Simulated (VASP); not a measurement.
InPd:

```xyz
2
Lattice="3.2719 0.0000 0.0000 0.0000 3.2719 0.0000 0.0000 0.0000 3.2719" Properties=species:S:1:pos:R:3 pbc="T T T"
In    0.0101    0.0054    0.0198
Pd    1.6259    1.6305    1.6161
```

The cell comes from a database or a generator and needn't be the stable form of this composition.

The cell isn't the ideal one: all atoms moved at random, sigma 0.05 Å a component.

* Program: VASP 6.6.1
* Task: relaxation of cell and atoms
* Functional: r2SCAN
* Potentials or basis: VASP PAW PBE potentials, release 64 (In_d, Pd)
* Cutoff: 600 eV
* k mesh: 6 × 6 × 6
* Occupations: methfessel-paxton, width 0.1 eV
* Spin: no spin polarisation

At the start: pressure 0.3 GPa; volume 17.51 Å³/atom.

Task: How do energy, volume and symmetry change on relaxing?

Result: Over 9 steps the energy falls by 2.1 meV/atom and the volume is 17.54 Å³/atom (+0.2 %); space group Pm-3m (No. 221, to 0.05 Å).

Step by step:
```tsv
step	energy change (eV)	largest force (eV/Å)	pressure (GPa)	volume (Å³)
1	0.0000	0.1841	0.35	35.03
2	-0.0025	0.1087	-0.49	35.22
3	-0.0028	0.0583	-1.03	35.36
4	-0.0041	0.0091	-0.40	35.19
5	-0.0042	0.0103	-0.18	35.12
6	-0.0042	0.0123	-0.20	35.11
7	-0.0042	0.0165	-0.05	35.10
8	-0.0042	0.0135	-0.11	35.11
9	-0.0042	0.0074	-0.03	35.09
```

Final structure:
```cif
data_structure
_symmetry_space_group_name_H-M 'P 1'
_symmetry_Int_Tables_number 1
_cell_length_a 3.2740
_cell_length_b 3.2742
_cell_length_c 3.2730
_cell_angle_alpha 89.945
_cell_angle_beta 89.897
_cell_angle_gamma 89.974
_cell_volume 35.09
loop_
_atom_site_label
_atom_site_type_symbol
_atom_site_fract_x
_atom_site_fract_y
_atom_site_fract_z
_atom_site_occupancy
In1 In 0.99987 0.99993 0.99975 1
Pd1 Pd 0.50013 0.50007 0.50025 1
```

Caveat: the PAW data sets were made with another functional, which shifts forces and pressure a little.
